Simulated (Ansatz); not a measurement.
**Ti, one cell by several methods**

```
Ti
1.0
     2.95000    0.00000    0.00000
    -1.47500    2.55477    0.00000
     0.00000    0.00000    4.82658
Ti
2
Direct
  0.33333 0.66667 0.25000
  0.66667 0.33333 0.75000
```

Atoms are numbered in the order listed.

The cell is COD entry 9008517, as deposited and not checked against the literature; nothing was relaxed. The listed cell was then made from it by scaling, straining or moving an atom.

All numbers are computed: DFT, PBE, PAW with Ansatz's default frozen-core files, scalar-relativistic (Ansatz 0.2.0); DFT, PBE, all-electron PAW with datasets made for the crystal, scalar-relativistic (Ansatz 0.2.0); DFT, PBE, all-electron LAPW, scalar-relativistic (Ansatz 0.2.0).

For PAW: a Γ-centred 13×13×7 k mesh, Fermi–Dirac smearing of 0.08 eV, cutoff 420 eV, no spin polarisation. The crystal-made all-electron datasets (AE datasets) take a cutoff of 240 eV at this cell. LAPW targets a basis error of 0.5 meV/atom. The Ansatz runs share mesh, smearing and spin set-up. Plane-wave (PAW) pressures include the program's estimate of the Pulay term.

Stress and pressure are positive in compression.

In a metal, gradients converge slowly with the k mesh: the values move by tens of per cent from one mesh to another, at times in sign, so only the comparison on one mesh counts.

```
                             quantity    PAW  AE datasets   LAPW
                       pressure (GPa)  -4.53        -4.54  -4.54
                      stress xx (GPa)  -3.40        -3.41  -3.41
                      stress zz (GPa)  -6.79        -6.80  -6.80
field gradient Vzz at Ti1 (10²¹ V/m²)   1.14         1.14      –
```
